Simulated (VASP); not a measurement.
# TiTe2 (P4/mmm) in VASP: settings compared

Aim: see how the results for TiTe2 move with the level of theory and the settings. Levels: PBE, RPBE. Tasks: relaxation of cell and atoms.

Program: VASP 6.6.1. These are calculated values, not measurements. Logs are shortened: lines on timing, memory, paths and dates and some standing lists are left out, and cuts for length are marked.

## Step 1: The crystal as given

Symmetry: P4/mmm, No. 123, tetragonal system. The conventional cell has a = 3.026 Å, b = 3.026 Å, c = 9.302 Å, α = 90.00°, β = 90.00°, γ = 90.00°. Ti (site symmetry 4/mmm) has 2 Te at 2.74 Å and 4 Ti at 3.03 Å as nearest neighbours. Around Te (site symmetry 4mm) lie 1 Ti at 2.74 Å and 4 Te at 3.03 Å.

The cell was built by a generator and needn't be a form met in nature.

## Step 2: Relaxation of cell and atoms, PBE

Input file INCAR:

```
SYSTEM = TiTe2
  PREC = Accurate
  ENCUT = 600
  EDIFF = 1E-7
  ISMEAR = 0
  SIGMA = 0.05
  LREAL = .False.
  LASPH = .True.
  NELM = 80
  ALGO = Fast
  ISIF = 3
  LWAVE = .False.
  LCHARG = .False.
  GGA = PE
  IBRION = 2
  NSW = 40
  EDIFFG = -0.02
```

Input file KPOINTS:

```
regular mesh
0
Gamma
  9 9 3
  0 0 0
```

Input file POSCAR:

```
TiTe2
1.0
    3.0255700000      0.0000000000      0.0000000000
    0.0000000000      3.0255700000      0.0000000000
    0.0000000000      0.0000000000      9.3016300000
Ti Te
1 2
Direct
    0.0000000000      0.0000000000      0.0000000000
    0.0000000000      0.0000000000      0.2943100000
    0.0000000000      0.0000000000      0.7056900000
```

Potentials or basis: VASP PAW PBE potentials, release 64 (Ti_sv, Te).

On the command line:

```sh
$ cat potpaw_PBE.64/Ti_sv/POTCAR potpaw_PBE.64/Te/POTCAR > POTCAR
$ mpirun -np 1 vasp_std > vasp.out
```

OUTCAR:

```text
SYSTEM = TiTe2
   PREC = Accurate
   ENCUT = 600
   EDIFF = 1E-7
   ISMEAR = 0
   LREAL = .False.
   LASPH = .True.
   NELM = 80
   ISIF = 3
   GGA = PE
   IBRION = 2
   NSW = 40
   EDIFFG = -0.02

 ion  position               nearest neighbor table
   1  0.000  0.000  0.000-   2 2.74   3 2.74
   2  0.000  0.000  0.294-   1 2.74
   3  0.000  0.000  0.706-   1 2.74

  LATTYP: Found a simple tetragonal cell.
 ALAT       =     3.0255700000
 C/A-ratio  =     3.0743397112

  Lattice vectors:

 A1 = (   3.0255700000,   0.0000000000,   0.0000000000)
 A2 = (   0.0000000000,   3.0255700000,   0.0000000000)
 A3 = (   0.0000000000,   0.0000000000,   9.3016300000)

Analysis of symmetry for initial positions (statically):
=====================================================================
 Subroutine PRICEL returns:
 Original cell was already a primitive cell.

 Routine SETGRP: Setting up the symmetry group for a
 simple tetragonal supercell.

 Subroutine GETGRP returns: Found 16 space group operations
 (whereof 16 operations were pure point group operations)
 out of a pool of 16 trial point group operations.

The static configuration has the point symmetry D_4h.

Analysis of symmetry for dynamics (positions and initial velocities):
=====================================================================
 Subroutine PRICEL returns:
 Original cell was already a primitive cell.

 Routine SETGRP: Setting up the symmetry group for a
 simple tetragonal supercell.

 Subroutine GETGRP returns: Found 16 space group operations
 (whereof 16 operations were pure point group operations)
 out of a pool of 16 trial point group operations.

The dynamic configuration has the point symmetry D_4h.

 Subroutine INISYM returns: Found 16 space group operations
 (whereof 16 operations are pure point group operations),
 and found     1 'primitive' translations

----------------------------------------------------------------------------------------

                                     Primitive cell

  volume of cell :      85.1478

  direct lattice vectors                    reciprocal lattice vectors
     3.025570000  0.000000000  0.000000000     0.330516233  0.000000000  0.000000000
     0.000000000  3.025570000  0.000000000     0.000000000  0.330516233  0.000000000
     0.000000000  0.000000000  9.301630000     0.000000000  0.000000000  0.107508039

[... 110 lines left out ...]
   GGA     = PE    functional components
   LHFCALC =     F    Hartree Fock is set to
   AEXX    =    0.0000 exact exchange contribution
   IVDW    =     0    specifies the selected vdW correction
   LEPSILON=     F    determine dielectric tensor
   LRPA    =     F    only Hartree local field effects (RPA)
 conjugate gradient relaxation of ions
 non-spin polarized calculation
 RMM-DIIS sequential band-by-band and
 Gauss-broadening in eV      SIGMA  =   0.05
  energy-cutoff  :      600.00
  volume of cell :       85.15
 maximum number of plane-waves:      2867
   NGX = 13   NGY = 13   NGZ = 37

--------------------------------------- Ionic step        1  -------------------------------------------

 number of electron      24.0000003 magnetization

 Free energy of the ion-electron system (eV)
  ---------------------------------------------------
  ext. energy  EPLUGINS =         0.00000000
  ---------------------------------------------------
  free energy    TOTEN  =       -13.40979212 eV

  energy without entropy =      -13.40542592  energy(sigma->0) =      -13.40760902

------------------------ aborting loop because EDIFF is reached ----------------------------------------

  FORCE on cell =-STRESS in cart. coord.  units (eV):
  Direction    XX          YY          ZZ          XY          YZ          ZX
  --------------------------------------------------------------------------------------
  -------------------------------------------------------------------------------------
  Total        1.6411564      1.6411564      1.3277810      0.0000000      0.0000000     -0.0000000
  in kB       30.8806964     30.8806964     24.9840912      0.0000000      0.0000000     -0.0000000
  external PRESSURE =      28.9151613 kB  Pullay stress =       0.0000000 kB
[... 92 lines left out ...]
  FREE ENERGIE OF THE ION-ELECTRON SYSTEM (eV)
  ---------------------------------------------------
  free  energy   TOTEN  =       -13.4475760781 eV

  energy  without entropy=      -13.4409908285  energy(sigma->0) =      -13.44428345

[... ionic steps 4 to 9 ...]

--------------------------------------- Ionic step       10  -------------------------------------------

 number of electron      24.0000003 magnetization

------------------------ aborting loop because EDIFF is reached ----------------------------------------
[... 69 lines left out ...]
--------------------------------------- Ionic step       12  -------------------------------------------

 number of electron      24.0000006 magnetization

 Free energy of the ion-electron system (eV)
  ---------------------------------------------------
  ext. energy  EPLUGINS =         0.00000000
  ---------------------------------------------------
  free energy    TOTEN  =       -13.47842461 eV

  energy without entropy =      -13.47137826  energy(sigma->0) =      -13.47490144

 E-fermi :   5.4681     XC(G=0):  -8.9358

 val. band max:        5.4234741587   @ k =   0.3333   0.2222   0.0000
 cond. band min:       5.4688303940   @ k =   0.3333   0.2222   0.3333
 fundamental gap:      0.0453562354
 Fermi energy:         5.4680800052

 k-point     1 :       0.0000    0.0000    0.0000
  band No.  band energies     occupation
      1     -51.8278      2.00000
      2     -28.1428      2.00000
      3     -27.9463      2.00000
      4     -27.9463      2.00000
      5      -7.8349      2.00000
      6      -7.6903      2.00000
[... 433 lines left out ...]
      3     -28.1208      2.00000
      4     -27.9528      2.00000
      5      -5.6344      2.00000
      6      -5.5445      2.00000
[... 8 lines left out ...]
     15       7.0696      0.00000
     16       7.8911      0.00000

 [... further k-points ...]

------------------------ aborting loop because EDIFF is reached ----------------------------------------

  FORCE on cell =-STRESS in cart. coord.  units (eV):
  Direction    XX          YY          ZZ          XY          YZ          ZX
  --------------------------------------------------------------------------------------
  -------------------------------------------------------------------------------------
  Total       -0.0118949     -0.0118949     -0.0282414      0.0000000      0.0000000     -0.0000000
  in kB       -0.1989186     -0.1989186     -0.4722819      0.0000000      0.0000000     -0.0000000
  external PRESSURE =      -0.2900397 kB  Pullay stress =       0.0000000 kB
[... 18 lines left out ...]
  FREE ENERGIE OF THE ION-ELECTRON SYSTEM (eV)
  ---------------------------------------------------
  free  energy   TOTEN  =       -13.4784246086 eV

  energy  without entropy=      -13.4713782648  energy(sigma->0) =      -13.47490144

 reached required accuracy - stopping structural energy minimisation
```

CONTCAR:

```text
TiTe2
   1.00000000000000
     3.0879674355807949    0.0000000000000000    0.0000000000000000
     0.0000000000000000    3.0879674355807949    0.0000000000000000
     0.0000000000000000    0.0000000000000000   10.0473215962781257
  Ti              Te
     1     2
Direct
     0.0000000000000000    1.0000000000000000    0.0000000000000000
     0.0000000000000000    0.0000000000000000    0.2741738363083584
     1.0000000000000000    1.0000000000000000    0.7258261636916418

  0.00000000E+00  0.00000000E+00  0.00000000E+00
  0.00000000E+00  0.00000000E+00  0.00000000E+00
  0.00000000E+00  0.00000000E+00  0.00000000E+00
```

Run time: 15 min. Hardware: 1 thread of Intel Xeon Platinum 8259CL at 2.50GHz (Skylake/Cascade Lake), shared host; peak memory 0.25 GiB.

Results:

```yaml
Free_energy: -13.4784 eV
Relaxed_volume: 31.94 Å³/atom
Relaxed_cell: a = 3.088 Å, b = 3.088 Å, c = 10.047 Å, α = 90.00°, β = 90.00°, γ = 90.00°
Space_group_after_relaxing_to_0.05_Å: P4/mmm (No. 123)
Energy_gained_by_relaxing: 22.9 meV/atom
Ionic_steps: 12
Pressure_after_relaxing: 0.0 GPa
Largest_force_after_relaxing: 0.012 eV/Å
Band_gap_on_the_k_mesh: none (metal or under the smearing width)
```

Forces on the atoms (eV/Å):
```
Ti   0.000  0.000  0.000
Te   0.000  0.000 -0.012
Te   0.000  0.000  0.012
```

Step by step:
| step | energy change (eV) | largest force (eV/Å) | pressure (GPa) | volume (Å³) |
| --- | --- | --- | --- | --- |
| 1 | 0.0000 | 0.0002 | 2.89 | 85.15 |
| 2 | -0.0304 | 0.3081 | -1.12 | 91.62 |
| 3 | -0.0378 | 0.2139 | 0.00 | 89.52 |
| 4 | -0.0414 | 0.1610 | 0.05 | 89.75 |
| 5 | -0.0445 | 0.0312 | 0.20 | 90.27 |
| 6 | -0.0459 | 0.0292 | 0.13 | 90.40 |
| 7 | -0.0496 | 0.0225 | 0.13 | 90.80 |
| 8 | -0.0555 | 0.0116 | 0.03 | 91.59 |
| 9 | -0.0629 | 0.0056 | -0.10 | 93.19 |
| 10 | -0.0673 | 0.0265 | -0.23 | 96.39 |
| 11 | -0.0684 | 0.0260 | 0.05 | 95.58 |
| 12 | -0.0686 | 0.0117 | -0.03 | 95.81 |

Final structure:
```yaml
crystal:
  lattice:
    - [3.08797, 0.00000, 0.00000]
    - [0.00000, 3.08797, 0.00000]
    - [0.00000, 0.00000, 10.04732]
  atoms:
    - { symbol: Ti, position: [0.00000, 0.00000, 0.00000] }
    - { symbol: Te, position: [0.00000, 0.00000, 0.27417] }
    - { symbol: Te, position: [0.00000, 0.00000, 0.72583] }
```

Levels at points of the mesh, in eV from the Fermi level:
```tsv
k point	band 8	band 9	band 10	band 11	band 12	band 13	band 14	band 15	band 16
(0.00, 0.00, 0.00)	-3.73	-2.08	-0.63	1.04	1.04	1.64	2.13	2.30	2.30
```

Caveat: this functional lacks dispersion, which binds the layers, so the pressure and a relaxed spacing across them are unreliable.

## Step 3: Relaxation of cell and atoms, RPBE

Input file INCAR:

```
ALGO     = Normal         # electronic algorithm
EDIFF    = 1E-6           # SCF threshold, eV
EDIFFG   = -0.01          # ionic threshold
ENCUT    = 600            # plane-wave cutoff, eV
GGA      = RP             # functional
IBRION   = 2              # ionic algorithm
ISIF     = 3              # what is computed and relaxed
ISMEAR   = 0              # smearing method
LASPH    = T              # aspherical terms in the spheres
LCHARG   = F              # write CHGCAR
LREAL    = F              # projectors in reciprocal space
LWAVE    = F              # write WAVECAR
NELM     = 80             # most SCF steps
NSW      = 40             # ionic steps
PREC     = Accurate       # precision mode
SIGMA    = 0.05           # smearing width, eV
```

Input file KPOINTS:

```
k-points
0
Gamma
  9 9 3
```

POSCAR is that of step 2.

Potentials or basis: VASP PAW PBE potentials, release 64 (Ti_sv, Te).

On the command line:

```sh
$ cat potpaw_PBE.64/Ti_sv/POTCAR potpaw_PBE.64/Te/POTCAR > POTCAR
$ mpirun -np 1 vasp_std > vasp.out
```

Run time: 13 min. Hardware: 1 thread of Intel Xeon Platinum 8259CL at 2.50GHz (Skylake/Cascade Lake), shared host; peak memory 0.24 GiB.

The run converged. Its results:

- Free energy: -12.4800 eV
- Relaxed volume: 35.99 Å³/atom
- Relaxed cell: a = 3.119 Å, b = 3.119 Å, c = 11.102 Å, α = 90.00°, β = 90.00°, γ = 90.00°
- Space group after relaxing (to 0.05 Å): P4/mmm (No. 123)
- Energy gained by relaxing: 61.6 meV/atom
- Ionic steps: 33
- Pressure after relaxing: 0.0 GPa
- Band gap on the k mesh: none (metal or under the smearing width)

Forces on the atoms (eV/Å):
```
Ti   0.000  0.000  0.000
Te   0.000  0.000  0.003
Te   0.000  0.000 -0.003
```

Step by step:
| step | energy change (eV) | largest force (eV/Å) | pressure (GPa) | volume (Å³) |
| --- | --- | --- | --- | --- |
| 1 | 0.0000 | 0.0452 | 4.49 | 85.15 |
| 2 | -0.0791 | 0.4713 | -1.39 | 95.33 |
| 3 | -0.0930 | 0.3351 | 0.04 | 92.26 |
| 4 | -0.1019 | 0.2532 | 0.08 | 92.71 |
| 5 | -0.1074 | 0.0804 | 0.16 | 93.54 |
| 6 | -0.1112 | 0.0731 | 0.14 | 93.79 |
| 7 | -0.1212 | 0.0530 | 0.05 | 94.55 |
| 8 | -0.1369 | 0.0191 | -0.06 | 96.07 |
| 9 | -0.1565 | 0.0401 | -0.20 | 99.12 |
| 10 | -0.1670 | 0.1698 | -0.20 | 105.28 |
| 11 | -0.1679 | 0.2501 | -0.15 | 105.21 |
| 12 | -0.1823 | 0.0561 | -0.24 | 105.27 |
| 13 | -0.1823 | 0.0516 | -0.24 | 105.27 |
| 14 | -0.1825 | 0.0069 | 0.25 | 104.21 |
| 15 | -0.1829 | 0.0203 | 0.03 | 104.69 |
| 16 | -0.1829 | 0.0214 | 0.03 | 104.71 |
| 17 | -0.1829 | 0.0224 | 0.02 | 104.73 |
| 18 | -0.1829 | 0.0133 | 0.01 | 104.78 |
| 19 | -0.1829 | 0.0065 | 0.01 | 104.81 |
| 20 | -0.1830 | 0.0074 | 0.03 | 104.85 |
| 21 | -0.1831 | 0.0095 | 0.02 | 104.95 |
| 22 | -0.1832 | 0.0139 | -0.03 | 105.16 |
| 23 | -0.1835 | 0.0219 | -0.08 | 105.57 |
| 24 | -0.1838 | 0.0379 | -0.16 | 106.40 |
| 25 | -0.1838 | 0.0446 | -0.20 | 106.74 |
| 26 | -0.1838 | 0.0440 | -0.19 | 106.76 |
| 27 | -0.1839 | 0.0422 | -0.16 | 106.81 |
| 28 | -0.1840 | 0.0383 | -0.17 | 106.92 |
| 29 | -0.1843 | 0.0305 | -0.12 | 107.14 |
| 30 | -0.1846 | 0.0147 | -0.02 | 107.58 |
| 31 | -0.1846 | 0.0207 | 0.13 | 108.45 |
| 32 | -0.1847 | 0.0072 | 0.06 | 108.10 |
| 33 | -0.1847 | 0.0025 | 0.03 | 107.97 |

Final structure:
```cif
data_structure
_symmetry_space_group_name_H-M 'P 1'
_symmetry_Int_Tables_number 1
_cell_length_a 3.1185
_cell_length_b 3.1185
_cell_length_c 11.1021
_cell_angle_alpha 90.000
_cell_angle_beta 90.000
_cell_angle_gamma 90.000
_cell_volume 107.97
loop_
_atom_site_label
_atom_site_type_symbol
_atom_site_fract_x
_atom_site_fract_y
_atom_site_fract_z
_atom_site_occupancy
Ti1 Ti 0.00000 0.00000 0.00000 1
Te1 Te 0.00000 0.00000 0.24968 1
Te2 Te 0.00000 0.00000 0.75032 1
```

Levels at points of the mesh, in eV from the Fermi level:
| k point | band 9 | band 10 | band 11 | band 12 | band 13 | band 14 | band 15 | band 16 |
| --- | --- | --- | --- | --- | --- | --- | --- | --- |
| (0.00, 0.00, 0.00) | -1.99 | -0.61 | 1.00 | 1.00 | 1.76 | 2.05 | 2.23 | 2.23 |

Caveat: the volume moved by over 15 % at a fixed basis, so the end points are rough; the PAW data sets were made with another functional, which shifts forces and pressure a little; this functional lacks dispersion, which binds the layers, so the pressure and a relaxed spacing across them are unreliable, and here the layers came unbound. The run has no spin-orbit coupling, so splittings on Te are missing.
